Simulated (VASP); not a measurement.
The system is Nb.

```
Nb
1.0
    -1.66395    1.66395    1.66395
     1.66395   -1.66395    1.66395
     1.66395    1.66395   -1.66395
Nb
1
Cartesian
  0.0000 0.0000 0.0000
```

```yaml
Program: VASP 6.6.1
Task: single point
Functional: PBEsol
Potentials_or_basis: VASP PAW PBE potentials, release 64 (Nb_sv)
Cutoff: 520 eV
k_mesh: 11 × 11 × 11
Occupations: fermi-dirac, width 0.05 eV
Spin: no spin polarisation
```

On this cell: pressure -8.1 GPa; band gap on the k mesh none (metal or under the smearing width).

The same run follows on a disturbed copy (cell strained at random at fixed volume):

```xyz
1
Lattice="-1.6548 1.6619 1.6631 1.6119 -1.6698 1.6281 1.7028 1.7178 -1.6710" Properties=species:S:1:pos:R:3 pbc="T T T"
Nb    0.0014    0.0170   -0.0261
```

**Question.** What does the disturbed cell give?

**Answer.** The energy (extrapolated to zero smearing) moves by +3.4 meV/atom; pressure -8.2 GPa; band gap on the k mesh none (metal or under the smearing width).

Stress tensor (GPa, compression positive):
```
-7.77 -0.66  0.40
-0.66 -9.61  0.21
 0.40  0.21 -7.12
```

Caveats: the PAW data sets were made with another functional, which shifts forces and pressure a little.
